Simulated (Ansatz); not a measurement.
# Band structure of Tl

```yaml
crystal:
  lattice:
    - [3.45600, 0.00000, 0.00000]
    - [-1.72800, 2.99298, 0.00000]
    - [0.00000, 0.00000, 5.52500]
  atoms:
    - { symbol: Tl, position: [0.33333, 0.66667, 0.25000] }
    - { symbol: Tl, position: [0.66667, 0.33333, 0.75000] }
```

Atom numbers follow the list: Tl1, Tl2.

Structure: COD 9008519, as refined from experiment and not relaxed.

No spin–orbit coupling, which matters for the heavy atoms here.

Computed with DFT, PBE, all-electron LAPW, scalar-relativistic in Ansatz 0.2.0.

Sampling and basis: a Γ-centred 11×11×6 k mesh, Fermi–Dirac smearing of 0.05 eV, basis error target 0.5 meV/atom, no spin polarisation.

Points in fractions of the reciprocal vectors of this cell: Γ (0, 0, 0), M (0.5, 0, 0), K (0.333, 0.333, 0), A (0, 0, 0.5), L (0.5, 0, 0.5), H (0.333, 0.333, 0.5). The path joins them by straight lines in the order Γ–M–K–Γ–A–L–H–A–L; legs that retrace an earlier one aren't tabulated. Energies are in eV from the Fermi level.

Is there a gap?

none: bands cross the Fermi level, a metal.

List the levels between -14 and 6.5 eV at the symmetry points.


Γ: -11.79, -11.56, -11.54 (×2), -11.49 (×2), -11.42 (×2), -11.09 (×2), -10.02, -5.07, -2.81
M: -11.91, -11.76, -11.68, -11.59, -11.37, -11.36, -11.12, -11.09, -11.04 (×2), -5.75, -4.66, -0.66, 0.54, 1.37, 3.83, 3.91
K: -11.81, -11.56 (×2), -11.48 (×2), -11.43, -11.28, -11.13 (×2), -11.08, -4.57 (×2), -1.29, 1.81 (×2), 2.83, 3.16 (×2)
A: -11.65 (×2), -11.57 (×4), -11.20 (×4), -8.58 (×2), 3.39 (×2)
L: -11.77 (×2), -11.75 (×2), -11.33 (×2), -11.07 (×2), -11.05 (×2), -4.68 (×2), -2.25 (×2), 5.59 (×2), 6.18 (×2)
H: -11.71 (×2), -11.49 (×2), -11.37 (×2), -11.33 (×2), -11.07 (×2), -4.04 (×2), -0.88 (×2), 0.24 (×2)
